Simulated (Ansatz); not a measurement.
# KHg3Pd: properties of a relaxed candidate

This session takes a relaxed cell of KHg3Pd and sets out to see whether it has a gap, which orbitals make up the states near it and how charge is shared.

Program: Ansatz 0.2.0. Level of theory: DFT PBE, scalar-relativistic, plane waves, PAW. These are calculated values, not measurements.

1 further run of the same task is left out (set aside as unsound or not needed).

## (1) The structure to begin with

It takes space group P6mm (No. 183, hexagonal). The conventional cell has a = 5.751 Å, b = 5.751 Å, c = 29.443 Å, α = 90.00°, β = 90.00°, γ = 120.00°. K (site symmetry 6mm) is surrounded by 1 Pd at 2.94 Å. Around Hg (site symmetry 2mm) lie 4 Hg at 2.88 Å and 2 Pd at 2.88 Å. Pd (site symmetry 6mm) is surrounded by 6 Hg at 2.88 Å and 1 K at 2.94 Å.

Coordinates:

```cif
data_structure
_symmetry_space_group_name_H-M 'P 1'
_symmetry_Int_Tables_number 1
_cell_length_a 5.7508
_cell_length_b 5.7508
_cell_length_c 29.4429
_cell_angle_alpha 90.000
_cell_angle_beta 90.000
_cell_angle_gamma 120.000
_cell_volume 843.26
loop_
_atom_site_label
_atom_site_type_symbol
_atom_site_fract_x
_atom_site_fract_y
_atom_site_fract_z
_atom_site_occupancy
K1 K 0.00000 0.00000 0.33835 1
Hg1 Hg 0.50000 0.00000 0.24115 1
Hg2 Hg 0.00000 0.50000 0.24115 1
Hg3 Hg 0.50000 0.50000 0.24115 1
Pd1 Pd 0.00000 0.00000 0.23859 1
```

It is the end of an earlier relaxation with the same method, from a generated guess; it is a trial structure. At a tolerance of 0.05 Å it has layer group p6mm (No. 77); it has 5.73 Å²/atom, an uncorrected energy of +0.04 eV/atom over the elements.

Only a and b are periodic; c spans vacuum, so the box's volume, pressure and space group aren't properties of the sheet.

## (2) Electronic structure at the relaxed geometry

input.yaml reads:

```yaml
crystal:
  lattice:
    - [5.7507655381, 0.0, 0.0]
    - [-2.8753827691, 4.9803090472, 0.0]
    - [0.0, 0.0, 29.44294804]
  atoms:
    - { symbol: K, position: [0.0, 0.0, 0.3383493178] }
    - { symbol: Hg, position: [0.5, 0.0, 0.2411515887] }
    - { symbol: Hg, position: [0.0, 0.5, 0.2411515887] }
    - { symbol: Hg, position: [0.5, 0.5, 0.2411515887] }
    - { symbol: Pd, position: [0.0, 0.0, 0.2385909786] }
  periodic: [true, true, false]
basis:
  ecutwfc: 420
kpoints:
  mp_grid: { grid: [12, 12, 1] }
  band_path:
    path:
      - [0.0, 0.0, 0.0]
      - [0.5, 0.0, 0.0]
      - [0.33333333, 0.33333333, 0.0]
      - [0.0, 0.0, 0.0]
    npoints: 14
hamiltonian:
  xc: pbe
scf:
  occupations: { method: gaussian, width: 0.1 }
  n_extra_bands: 12
output:
  forces: true
  stress: true
  eigenvalues: true
  populations: true
  dos: { projected: true, de: 0.02, nscf_kmesh: { grid: [15, 15, 1] } }
  bader: true
  write_density: true
  write_potential: true
  elf: true
  volumetric_format: npy
```

Command:

```bash
$ ansatz run input.yaml --threads 1 --pin off --max-ram 2560MiB --backend cpu --events-out ev --progress --plain --runs-dir out
```

**Question.** What will these runs give? Wanted: gap; states at the Fermi level; Bader charges.

As calculated:

| quantity | value |
| --- | --- |
| gap | none (metal) |
| states at the Fermi level | 1.84 per eV per cell |
| Bader charges | K +0.57, Hg -0.11, Pd -0.23 e |

It comes out metallic. Charge transfer between the atoms is moderate (Bader charges up to 0.6 e). These runs have no spin-orbit coupling; with Hg it would split and shift bands.
